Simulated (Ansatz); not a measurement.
**Two inputs for WS2**

Cell: a structure deposited in the COD.

```
W S
1.0
     1.57900    0.91164    6.16333
    -1.57900    0.91164    6.16333
     0.00000   -1.82327    6.16333
W S
1 2
Direct
  0.00000 0.00000 0.00000
  0.24970 0.24970 0.24970
  0.41900 0.41900 0.41900
```

Atom numbers follow the list; atoms alike are taken as one site, whose name carries the number of the first.

Reference run. The numbers come from a DFT calculation in Ansatz (PBE, plane waves and PAW, scalar-relativistic, collinear spin, 420 eV cutoff, Γ-centred 16×16×16 k-points, Fermi–Dirac smearing 0.02 eV). Start moments as typed (μB): 2 on each W, none on the rest.

Q: The input is changed as follows: `hamiltonian.xc`: pbe → lda; `basis.ecutwfc`: not typed → 40.4 Ry; `scf.algorithm`: not typed → density_mixing. What happens to V_zz (10²¹ V/m²) and η?

A: 

```csv
site,atom,V_zz reference,η reference,V_zz changed,η changed
W,1,-17.32,0.00,-17.56,0.00
S2,2,-4.93,0.00,-4.97,0.00
S3,3,-4.15,0.00,-4.19,0.00
```

The largest change of V_zz is on W, from -17.32 to -17.56. In per cent, |V_zz| changes by +1 on W, +1 on S (all sites that start above 0.5). Its pressure is -4 GPa, against 5 GPa in the reference run. SCF iterations: 13 and 12.

On the reference run: At this cell the principal stresses reach 5 GPa in size with PBE, which can matter for small gradients. The largest force is 0.6 eV/Å, so the atoms aren't at the calculated equilibrium and relaxing them would move these values. Without spin–orbit coupling the gradients at and beside W can be off by some per cent, at some sites by more. The start moments die out, and the run ends without spin.
